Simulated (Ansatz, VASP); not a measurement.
Al2Cu: VASP beside Ansatz

File INCAR:

```
PREC     = Accurate       # precision mode
ENCUT    = 520            # plane-wave cutoff, eV
EDIFF    = 1E-6           # SCF threshold, eV
ISMEAR   = 0              # smearing method
SIGMA    = 0.15           # smearing width, eV
LREAL    = F              # projectors in reciprocal space
LASPH    = T              # aspherical terms in the spheres
NELM     = 60             # most SCF steps
ALGO     = Fast           # electronic algorithm
ISIF     = 2              # what is computed and relaxed
LWAVE    = F              # write WAVECAR
LCHARG   = F              # write CHGCAR
GGA      = PE             # functional
NBANDS   = 16             # bands
```

File KPOINTS:

```
Automatic mesh
0
Gamma
  10 10 14
```

POSCAR

```
Al2Cu
1.0
    4.0111275847      0.0000000000      0.0000000000
    0.0000000000      4.0111275847      0.0000000000
    0.0000000000      0.0000000000      2.8847334069
Al Cu
2 1
Direct
    0.5000000000      0.0000000000      0.5000000000
    0.0000000000      0.5000000000      0.5000000000
    0.0000000000      0.0000000000      0.0000000000
```

Input for Ansatz:

```yaml
crystal:
  lattice:
    - [4.0111275847, 0.0, 0.0]
    - [0.0, 4.0111275847, 0.0]
    - [0.0, 0.0, 2.8847334069]
  atoms:
    - { symbol: Al, position: [0.5, 0.0, 0.5] }
    - { symbol: Al, position: [0.0, 0.5, 0.5] }
    - { symbol: Cu, position: [0.0, 0.0, 0.0] }
basis:
  ecutwfc: 520.0
kpoints:
  mp_grid: { grid: [10, 10, 14] }
hamiltonian:
  xc: pbe
  pseudopotentials: { kind: paw, azcp: { folder: soft_1 } }
scf:
  occupations: { method: gaussian, width: 0.15 }
output:
  forces: true
  stress: true
  eigenvalues: true
```

Change from the starting cell: mode 9 frozen in at +0.000 Å, equal normal strain along x and y -0.0267.

Alike in both runs: task single point; functional PBE; k mesh 10 × 10 × 14; occupations gaussian, width 0.15 eV; no spin polarisation.

|  | VASP | Ansatz |
| --- | --- | --- |
| version | VASP 6.6.1 | Ansatz 0.2.0 |
| potentials or method | VASP PAW PBE potentials, release 64 (Al, Cu) | scalar-relativistic, plane waves, PAW |
| plane-wave cutoff (eV) | 520 | 520 |
| valence electrons in the cell | 17 | 25 |

```csv
,VASP,Ansatz,Ansatz less VASP
gap on the k mesh at the Fermi level (eV),none,none,-
pressure (GPa),5.2,5.6,+0.39
largest component of the traceless stress (GPa),2.02,2.10,+0.082
```

A gap of «none» marks a metal or a gap that the smearing closes. The two sets of potentials don't hold the same shells in valence.
